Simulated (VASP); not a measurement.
# HfB (Fm-3m) in VASP: further runs, part 2 of 2

VASP 6.6.1.

## Step 3: Single point, PBE

INCAR reads:

```
SYSTEM = HfB
  PREC = Accurate
  ENCUT = 900
  EDIFF = 1E-8
  ISMEAR = 0
  SIGMA = 0.1
  LREAL = .FALSE.
  LASPH = .TRUE.
  NELM = 100
  ALGO = Normal
  ISIF = 2
  LWAVE = .FALSE.
  LCHARG = .FALSE.
  GGA = PE
  ADDGRID = .FALSE.
```

KPOINTS reads:

```
Automatic mesh
0
G
  18 18 18
  0 0 0
```

POSCAR reads:

```
HfB
1.0
    0.0000000000      2.3100000000      2.3100000000
    2.3100000000      0.0000000000      2.3100000000
    2.3100000000      2.3100000000      0.0000000000
Hf B
1 1
Direct
    0.5000000000      0.5000000000      0.5000000000
    0.0000000000      0.0000000000      0.0000000000
```

Potentials or basis: VASP PAW PBE potentials, release 64 (Hf_pv, B_s).

Run with:

```bash
$ cat potpaw_PBE.64/Hf_pv/POTCAR potpaw_PBE.64/B_s/POTCAR > POTCAR
$ mpirun -np 1 vasp_std > vasp.out
```

OUTCAR:

```text
SYSTEM = HfB
   PREC = Accurate
   ENCUT = 900
   EDIFF = 1E-8
   ISMEAR = 0
   LREAL = .FALSE.
   LASPH = .TRUE.
   NELM = 100
   ISIF = 2
   GGA = PE

 ion  position               nearest neighbor table
   1  0.500  0.500  0.500-   2 2.31   2 2.31   2 2.31   2 2.31   2 2.31   2 2.31
   2  0.000  0.000  0.000-   1 2.31   1 2.31   1 2.31   1 2.31   1 2.31   1 2.31

  LATTYP: Found a face centered cubic cell.
 ALAT       =     4.6200000000

  Lattice vectors:

 A1 = (   0.0000000000,   2.3100000000,   2.3100000000)
 A2 = (   2.3100000000,   0.0000000000,   2.3100000000)
 A3 = (   2.3100000000,   2.3100000000,   0.0000000000)

Analysis of symmetry for initial positions (statically):
=====================================================================
 Subroutine PRICEL returns:
 Original cell was already a primitive cell.

 Routine SETGRP: Setting up the symmetry group for a
 face centered cubic supercell.

 Subroutine GETGRP returns: Found 48 space group operations
 (whereof 48 operations were pure point group operations)
 out of a pool of 48 trial point group operations.

The static configuration has the point symmetry O_h .

Analysis of symmetry for dynamics (positions and initial velocities):
=====================================================================
 Subroutine PRICEL returns:
 Original cell was already a primitive cell.

 Routine SETGRP: Setting up the symmetry group for a
 face centered cubic supercell.

 Subroutine GETGRP returns: Found 48 space group operations
 (whereof 48 operations were pure point group operations)
 out of a pool of 48 trial point group operations.

The dynamic configuration has the point symmetry O_h .

 Subroutine INISYM returns: Found 48 space group operations
 (whereof 48 operations are pure point group operations),
 and found     1 'primitive' translations

----------------------------------------------------------------------------------------

                                     Primitive cell

  volume of cell :      24.6528

  direct lattice vectors                    reciprocal lattice vectors
     0.000000000  2.310000000  2.310000000    -0.216450216  0.216450216  0.216450216
     2.310000000  0.000000000  2.310000000     0.216450216 -0.216450216  0.216450216
     2.310000000  2.310000000  0.000000000     0.216450216  0.216450216 -0.216450216

  length of vectors
     3.266833329  3.266833329  3.266833329     0.374902772  0.374902772  0.374902772

  position of ions in fractional coordinates (direct lattice)
     0.500000000  0.500000000  0.500000000
     0.000000000  0.000000000  0.000000000

  ion indices of the primitive-cell ions
   primitive index   ion index
                 1           1
                 2           2

----------------------------------------------------------------------------------------

 KPOINTS: Automatic mesh

Automatic generation of k-mesh.
 Grid dimensions read from file:
 generate k-points for:   18   18   18

 Generating k-lattice:

  Cartesian coordinates                     Fractional coordinates (reciprocal lattice)
    -0.012025012  0.012025012  0.012025012     0.055555556  0.000000000  0.000000000
     0.012025012 -0.012025012  0.012025012     0.000000000  0.055555556  0.000000000
     0.012025012  0.012025012 -0.012025012     0.000000000  0.000000000  0.055555556

  Length of vectors
     0.020827932  0.020827932  0.020827932

  Shift w.r.t. Gamma in fractional coordinates (k-lattice)
     0.000000000  0.000000000  0.000000000

 Subroutine IBZKPT returns following result:
 ===========================================

 Found    195 irreducible k-points:

 Following reciprocal coordinates:
            Coordinates               Weight
  0.000000  0.000000  0.000000      1.000000
  0.055556  0.000000  0.000000      8.000000
  0.111111  0.000000  0.000000      8.000000
  0.166667  0.000000  0.000000      8.000000
  0.222222  0.000000  0.000000      8.000000
  0.277778  0.000000  0.000000      8.000000
[... 16 lines left out ...]
 -0.277778  0.055556  0.000000     24.000000
 -0.222222  0.055556  0.000000     24.000000
 [... further k-points ...]
   k-points           NKPTS =    195   k-points in BZ     NKDIM =    195   number of bands    NBANDS=     10
   number of dos      NEDOS =    301   number of ions     NIONS =      2
   total plane-waves  NPLWV =  32768
   dimension x,y,z NGX =    32 NGY =   32 NGZ =   32
   dimension x,y,z NGXF=    64 NGYF=   64 NGZF=   64
   ions per type =               1   1
   NGX,Y,Z   is equivalent  to a cutoff of  16.28, 16.28, 16.28 a.u.
   NGXF,Y,Z  is equivalent  to a cutoff of  32.57, 32.57, 32.57 a.u.
 SYSTEM =  HfB
   PREC   = accura    normal or accurate (medium, high low for compatibility)
   ISTART =      0    job   : 0-new  1-cont  2-samecut
   ICHARG =      2    charge: 1-file 2-atom 10-const
   ISPIN  =      1    spin polarized calculation?
   LNONCOLLINEAR =      F non collinear calculations
   LSORBIT =      F    spin-orbit coupling
   LASPH  =      T    aspherical Exc in radial PAW
   ENCUT  =  900.0 eV  66.15 Ry    8.13 a.u.   7.99  7.99  7.99*2*pi/ulx,y,z
   NELM   =    100;   NELMIN=  2; NELMDL= -5     # of ELM steps
   EDIFF  = 0.1E-07   stopping-criterion for ELM
   LREAL  =      F    real-space projection
   EDIFFG = 0.1E-06   stopping-criterion for IOM
   NSW    =      0    number of steps for IOM
   IBRION =     -1    ionic relax: 0-MD 1-quasi-New 2-CG
   NFREE  =      0    steps in history (QN), initial steepest desc. (CG)
   ISIF   =      2    stress and relaxation
   ISYM   =      2    0-nonsym 1-usesym 2-fastsym
   POTIM  = 0.5000    time-step for ionic-motion
   TEBEG  =    0.0;   TEEND  =   0.0 temperature during run
   PSTRESS=    0.0 pullay stress
   NELECT =      13.0000    total number of electrons
   NUPDOWN=      -1.0000    fix difference up-down
   EMIN   =  10.00;   EMAX   =-10.00  energy-range for DOS
   EFERMI =   0.00;   METHOD = LEGACY
   ISMEAR =     0;   SIGMA  =   0.10  broadening in eV -4-tet -1-fermi 0-gaus
   EFERMI_NEDOS =   21; number of points for ismear=-14 and -15
   IALGO  =     38    algorithm
   IMIX   =      4    mixing-type and parameters
     AMIX     =   0.40;   BMIX     =  1.00
     AMIX_MAG =   1.60;   BMIX_MAG =  1.00
  volume/ion in A,a.u.               =      12.33        83.18
  Fermi-wavevector in a.u.,A,eV,Ry     =   1.322617  2.499383 23.800871  1.749315
  Thomas-Fermi vector in A             =   2.452285
   LORBIT       =      0    0 simple, 1 ext, 2 COOP (PROOUT), +10 PAW based schemes
   GGA     = PE    functional components
   LHFCALC =     F    Hartree Fock is set to
   AEXX    =    0.0000 exact exchange contribution
   IVDW    =     0    specifies the selected vdW correction
   LEPSILON=     F    determine dielectric tensor
   LRPA    =     F    only Hartree local field effects (RPA)
 non-spin polarized calculation
 Gauss-broadening in eV      SIGMA  =   0.10
  energy-cutoff  :      900.00
  volume of cell :       24.65
 maximum number of plane-waves:      1530
   NGX = 15   NGY = 15   NGZ = 15

 number of electron      13.0000000 magnetization

 Free energy of the ion-electron system (eV)
  ---------------------------------------------------
  ext. energy  EPLUGINS =         0.00000000
  ---------------------------------------------------
  free energy    TOTEN  =       -17.15445293 eV

  energy without entropy =      -17.14930601  energy(sigma->0) =      -17.15187947

 E-fermi :   5.7309     XC(G=0): -12.2674

 val. band max:        5.7168546462   @ k =   0.3889   0.1667   0.0000
 cond. band min:       5.7600088129   @ k =  -0.3889   0.3333   0.0000
 fundamental gap:      0.0431541667
 Fermi energy:         5.7309493550

 k-point     1 :       0.0000    0.0000    0.0000
  band No.  band energies     occupation
      1     -22.5704      2.00000
      2     -22.5704      2.00000
      3     -22.5704      2.00000
      4      -3.8443      2.00000
      5       7.9316      0.00000
      6       7.9316      0.00000
      7       7.9316      0.00000
      8       9.6874      0.00000
      9       9.6874      0.00000
     10       9.6874      0.00000
[... 287 lines left out ...]
 k-point    24 :      -0.2222    0.0556    0.0000
  band No.  band energies     occupation
      1     -22.9294      2.00000
      2     -22.6338      2.00000
      3     -22.5977      2.00000
      4      -2.2397      2.00000
      5       4.8163      2.00000
      6       5.6493      1.75176
      7       5.8162      0.22790
      8       9.3058      0.00000
      9      10.0921      0.00000
     10      11.0834      0.00000

 [... further k-points ...]

------------------------ aborting loop because EDIFF is reached ----------------------------------------

  FORCE on cell =-STRESS in cart. coord.  units (eV):
  Direction    XX          YY          ZZ          XY          YZ          ZX
  --------------------------------------------------------------------------------------
  -------------------------------------------------------------------------------------
  Total        4.7354134      4.7354134      4.7354134      0.0000000      0.0000000     -0.0000000
  in kB      307.7531777    307.7531777    307.7531777      0.0000000      0.0000000     -0.0000000
  external PRESSURE =     307.7531777 kB  Pullay stress =       0.0000000 kB

 VOLUME and BASIS-vectors are now :
 -----------------------------------------------------------------------------
  energy-cutoff  :      900.00
  volume of cell :       24.65
      direct lattice vectors                 reciprocal lattice vectors
     0.000000000  2.310000000  2.310000000    -0.216450216  0.216450216  0.216450216
     2.310000000  0.000000000  2.310000000     0.216450216 -0.216450216  0.216450216
     2.310000000  2.310000000  0.000000000     0.216450216  0.216450216 -0.216450216

 POSITION                                       TOTAL-FORCE (eV/Angst)
 -----------------------------------------------------------------------------------
      2.31000      2.31000      2.31000         0.000000      0.000000      0.000000
      0.00000      0.00000      0.00000        -0.000000     -0.000000     -0.000000
 -----------------------------------------------------------------------------------
    total drift:                               -0.000000     -0.000000      0.000000

  FREE ENERGIE OF THE ION-ELECTRON SYSTEM (eV)
  ---------------------------------------------------
  free  energy   TOTEN  =       -17.1544529252 eV

  energy  without entropy=      -17.1493060097  energy(sigma->0) =      -17.15187947
```

OSZICAR:

```text
N       E                     dE             d eps       ncg     rms          rms(c)
DAV:   1     0.354012014819E+02    0.35401E+02   -0.94860E+03  4770   0.203E+03
DAV:   2    -0.168819076368E+02   -0.52283E+02   -0.49439E+02  5946   0.386E+02
DAV:   3    -0.188076027265E+02   -0.19257E+01   -0.18491E+01  6206   0.661E+01
DAV:   4    -0.188314553155E+02   -0.23853E-01   -0.23761E-01  6094   0.450E+00
DAV:   5    -0.188316610800E+02   -0.20576E-03   -0.20551E-03  5938   0.334E-01    0.665E+01
DAV:   6    -0.172252963262E+02    0.16064E+01   -0.54046E+00  6500   0.396E+01    0.423E+01
DAV:   7    -0.171816400701E+02    0.43656E-01   -0.92011E-01  6790   0.117E+01    0.959E+00
DAV:   8    -0.171544560863E+02    0.27184E-01   -0.12567E-01  6546   0.567E+00    0.807E-01
DAV:   9    -0.171544471993E+02    0.88869E-05   -0.19476E-03  5000   0.440E-01    0.211E-01
DAV:  10    -0.171544538464E+02   -0.66471E-05   -0.82271E-05  6644   0.156E-01    0.288E-02
DAV:  11    -0.171544532103E+02    0.63607E-06   -0.17968E-06  6312   0.145E-02    0.100E-02
DAV:  12    -0.171544528871E+02    0.32318E-06   -0.75422E-07  6336   0.174E-02    0.136E-03
DAV:  13    -0.171544529253E+02   -0.38239E-07   -0.48256E-09  3136   0.849E-04    0.881E-04
DAV:  14    -0.171544529252E+02    0.16007E-09   -0.22178E-09  2904   0.166E-03
   1 F= -.17154453E+02 E0= -.17151879E+02  d E =-.514692E-02
```

Run time: 35 s. Hardware: 1 thread of Intel Xeon 6975P-C (Granite Rapids), shared host; peak memory 0.28 GiB.

Results:

| Item | Value |
| --- | --- |
| Free energy | -17.1545 eV |
| Pressure | 30.8 GPa |
| Band gap on the k mesh | none (metal or under the smearing width) |

Levels at points of the mesh, in eV from the Fermi level:
```csv
k point,band 5,band 6,band 7,band 8,band 9,band 10
"(0.00, 0.00, 0.00)",2.20,2.20,2.20,3.96,3.96,3.96
"(0.50, 0.00, 0.00)",-4.06,-1.37,-1.37,6.54,6.54,7.59
"(0.50, 0.50, 0.00)",-1.10,-0.91,2.37,2.37,6.26,7.91
```

Caveat: a pressure of tens of GPa on the cell as given is suspect, and the run, the potentials or the cell itself is likely at fault.

## Step 4: For comparison

An earlier run on the cell as given: functional PBE; potentials or basis VASP PAW PBE potentials, release 64 (Hf_pv, B); cutoff 520 eV; k mesh 10 × 10 × 10; occupations fermi-dirac, width 0.05 eV; no spin polarisation.

- Pressure: 30.5 GPa
- Band gap on the k mesh: none (metal or under the smearing width)

## Step 5: Summary

| potentials or basis | k mesh | cutoff (eV) | smearing | mesh quality | gap on the mesh (eV) | pressure (GPa) |
| --- | --- | --- | --- | --- | --- | --- |
| VASP PAW PBE potentials, release 64 (Hf_sv_GW, B_GW) | 5 × 5 × 5 | 450 | gaussian 0.02 eV | coarse | none | 31.2 |
| VASP PAW PBE potentials, release 64 (Hf_pv, B_s) | 18 × 18 × 18 | 900 | gaussian 0.1 eV | not flagged | none | 30.8 |
| VASP PAW PBE potentials, release 64 (Hf_pv, B) | 10 × 10 × 10 | 520 | fermi-dirac 0.05 eV | not flagged | none | 30.5 |

Alike in all rows: task single point; level PBE; no spin polarisation; cell as given.

Caveats: some runs use coarse meshes; a pressure of tens of GPa on the cell as given is suspect, and the run, the potentials or the cell itself is likely at fault.

Absolute energies hang on the potentials; compare differences alone.
